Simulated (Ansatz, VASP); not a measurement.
**Pt: VASP beside Ansatz**

```xyz
1
Lattice="0.0000 2.0093 2.0093 1.9579 0.0514 1.9579 1.9579 1.9579 0.0514" Properties=species:S:1:pos:R:3 pbc="T T T"
Pt    0.0000    0.0000    0.0000
```

Change from the starting cell: strain +0.0525 x Voigt [0, 0, 0, 1, 0, 0], atoms carried along.

Alike in both runs: task single point; functional PBE; k mesh 10 × 10 × 10; occupations gaussian, width 0.15 eV; no spin polarisation.

|  | VASP | Ansatz |
| --- | --- | --- |
| version | VASP 6.6.1 | Ansatz 0.2.0 |
| potentials or method | VASP PAW PBE potentials, release 64 (Pt) | scalar-relativistic, plane waves, PAW |
| plane-wave cutoff (eV) | 520 | 420 |
| valence electrons in the cell | 10 | 18 |

```csv
,VASP,Ansatz,Ansatz less VASP
gap on the k mesh at the Fermi level (eV),none,none,-
pressure (GPa),12.1,12.6,+0.55
largest component of the traceless stress (GPa),4.79,4.77,-0.025
```

A gap of «none» marks a metal or a gap that the smearing closes. The two sets of potentials don't hold the same shells in valence.

The runs have no spin-orbit coupling, so splittings on Pt are missing.
